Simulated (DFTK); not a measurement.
Crystal: PbF2 (Fluorocronite).

```
Pb F
1.0
     0.00000    2.96366    2.96366
     2.96366    0.00000    2.96366
     2.96366    2.96366    0.00000
Pb F
1 2
Cartesian
  0.0000 0.0000 0.0000
  4.4455 4.4455 4.4455
  1.4818 1.4818 1.4818
```

```yaml
Program: DFTK 0.8.2
Task: single point
Functional: PBEsol
Potentials_or_basis: dojo.nc.sr.pbesol.v0_4_1.standard.upf (PBEsol)
Cutoff: 1143 eV
k_mesh: 8 × 8 × 8
Occupations: fermi-dirac, width 0.05 eV
Spin: no spin polarisation
```

On this cell: pressure -1.0 GPa; largest force zero by symmetry; band gap on the k mesh 4.32 eV, indirect (least direct gap 4.47 eV).

The same run follows on a disturbed copy (atoms moved at random, drawn with an rms of 0.05 Å):

```
CELL_PARAMETERS angstrom
0.00000 2.96366 2.96366
2.96366 0.00000 2.96366
2.96366 2.96366 0.00000
ATOMIC_POSITIONS crystal
Pb 0.98240 0.99974 0.00207
F 0.75164 0.74372 0.76022
F 0.26519 0.24966 0.24220
```

Q: What does the disturbed cell give?

A: The energy moves by +4.3 meV/atom; pressure -0.7 GPa; largest force 0.212 eV/Å; band gap on the k mesh 4.28 eV, indirect (least direct gap 4.47 eV).

Forces in eV/Å, atoms in the order of the input:
```
Pb  -0.031  0.121  0.110
F   -0.076 -0.078  0.068
F    0.107 -0.043 -0.178
```

Stress tensor (GPa, compression positive):
```
-0.76 -0.48  0.04
-0.48 -0.72  0.42
 0.04  0.42 -0.71
```

Caveats: spin-orbit coupling is left out, which as a rule narrows the gap of such compounds by several tenths of an eV.

A k mesh can miss the band edges.
